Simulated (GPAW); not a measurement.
Runs of GPAW 26.7.0 on PbO (Litharge). Symmetry: P4/nmm, No. 129, tetragonal system. Conventional cell: a = 3.990 Å, b = 3.990 Å, c = 5.010 Å, α = 90.00°, β = 90.00°, γ = 90.00°. Pb (site symmetry 4mm) is surrounded by 4 O at 2.33 Å. O (site symmetry -4m2) is surrounded by 4 Pb at 2.33 Å. 

```tsv
task	level	potentials or basis	k mesh	band path	band points	gap on the mesh (eV)	pressure (GPa)	largest force (eV/Å)
single point	PBEsol	PAW data sets generated in the run's folder for this functional, pw	7 × 7 × 6	-	-	1.34	-1.6	0.40
single point	TB-mBJ	GPAW PAW data sets for LDA (gpaw-data 1.2.1), pw	6 × 6 × 4	-	-	1.63	-	-
band structure	r2SCAN	GPAW PAW data sets (gpaw-data 1.2.1), pw	5 × 5 × 4	GXMGZRAZ,XR,MA	80	-	-0.7	(a)
band structure	PBEsol	PAW data sets generated in the run's folder for this functional, pw	5 × 5 × 4	GXMGZRAZ,XR,MA	80	-	-1.6	0.40
```

Alike in all rows: no spin polarisation; cell as given; cutoff (eV) 800; smearing fermi-dirac 0.05 eV.

**Question.** Fill in the values left out.

**Answer.** (a) 0.41.

Caveats: spin-orbit coupling is left out, which as a rule narrows the gap of such compounds by several tenths of an eV (some runs); the PAW data sets were made with another functional, which shifts forces and pressure a little (some runs); spin-orbit coupling is left out, which moves the levels of the heavy elements (some runs); an odd mesh through Γ misses points on the zone boundary, where band edges often lie (some runs); a model potential gives levels but no total energy (some runs).

A k mesh can miss the band edges, and the runs leave out spin-orbit coupling on Pb.

Runs at the PBE level aren't shown here.
